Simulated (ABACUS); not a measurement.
Zn in ABACUS: the effect of target pressure

Crystal: Zn.

```
CELL_PARAMETERS angstrom
2.67000 0.00000 0.00000
-1.33500 2.31229 0.00000
0.00000 0.00000 4.96600
ATOMIC_POSITIONS crystal
Zn 0.66667 0.33333 0.75000
Zn 0.33333 0.66667 0.25000
```

Alike in all runs:

```yaml
Program: ABACUS 3.10.1
Task: relaxation of cell and atoms
Functional: PBE
Potentials_or_basis: PseudoDojo NC SR 0.4.1 PBE standard
Cutoff: 1361 eV
Density_cutoff: 5442 eV
Basis: DZP LCAO (the cutoffs set its grid)
k_mesh: 8 × 8 × 4
Occupations: fermi-dirac, width 0.05 eV
Spin: no spin polarisation
```

Each run relaxes the cell or the atoms first.

```csv
target pressure,relaxed volume (Å³/atom)
0 GPa,15.06
5 GPa,14.23
10 GPa,?
20 GPa,12.70
30 GPa,12.03
```

Question: What does the run with target pressure 10 GPa give?

Answer: Relaxed volume 13.61 Å³/atom.

Worked out: In Murnaghan's law V^(-B') rises as a straight line in P. The other rows fit best with B' = 4.4, V0 = 15.06 Å³/atom and B0 = 78 GPa, which gives 13.61 Å³/atom at 10 GPa, against the run's 13.61.

Caveats: the atomic orbitals were generated for these runs and aren't a published set; the basis of atomic orbitals isn't converged, which shifts pressures, moduli and gaps; the volume moved by over 15 % at a fixed basis, so the end points are rough (some runs).
